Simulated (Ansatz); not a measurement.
Ni:

```
Ni
1.0
     0.00000    1.73757    1.73757
     1.73757    0.00000    1.73757
     1.73757    1.73757    0.00000
Ni
1
Direct
  0.00000 0.00000 0.00000
```

Base run:

| Property | Result |
| --- | --- |
| Program | Ansatz 0.2.0 |
| Functional | PBE |
| Potentials or basis | all-electron LAPW, scalar-relativistic |
| Cutoff | 320 eV (chosen from the basis error) |
| Basis error allowed | 0.001 eV/atom |
| k mesh | 13 × 13 × 13 |
| Occupations | gaussian, width 0.025 eV |
| Spin | collinear spin, ferromagnetic start |
| Starting moments | [1.0] μB |

Its results: pressure 8.0 GPa; net moment 0.64 μB per cell; site moments Ni +0.66 μB.

Problem. The run is repeated on the same cell with these changes: functional from PBE to RPBE; occupations from gaussian, width 0.025 eV to fermi-dirac, width 0.05 eV. What comes out?

Solution. Pressure 13.9 GPa; net moment 0.63 μB per cell; site moments Ni +0.66 μB.
